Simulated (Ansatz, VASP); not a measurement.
# One calculation of Se, two programs

```
CELL_PARAMETERS angstrom
-1.72063 1.72063 1.72063
1.72063 -1.72063 1.72063
1.72063 1.72063 -1.72063
ATOMIC_POSITIONS crystal
Se 0.00000 0.00000 0.00000
```

Alike in both runs: functional PBE; k mesh 17 × 17 × 17; occupations fermi-dirac, width 0.08 eV; no spin polarisation.

Ansatz relaxed the structure, and its values are those at the end. VASP's run is a single point on that final structure, the one shown.

```csv
,VASP,Ansatz
version,VASP 6.6.1,Ansatz 0.2.0
potentials or method,"VASP PAW PBE potentials, release 64 (Se)","PAW with Ansatz's default frozen-core files, scalar-relativistic"
plane-wave cutoff (eV),520,420
valence electrons in the cell,6,16
```

```csv
,VASP,Ansatz,Ansatz less VASP
pressure (GPa),0.0,0.0,-0.02
```

With one functional, cell and mesh, what is left measures potentials, basis and numerics. The two sets of potentials don't hold the same shells in valence.
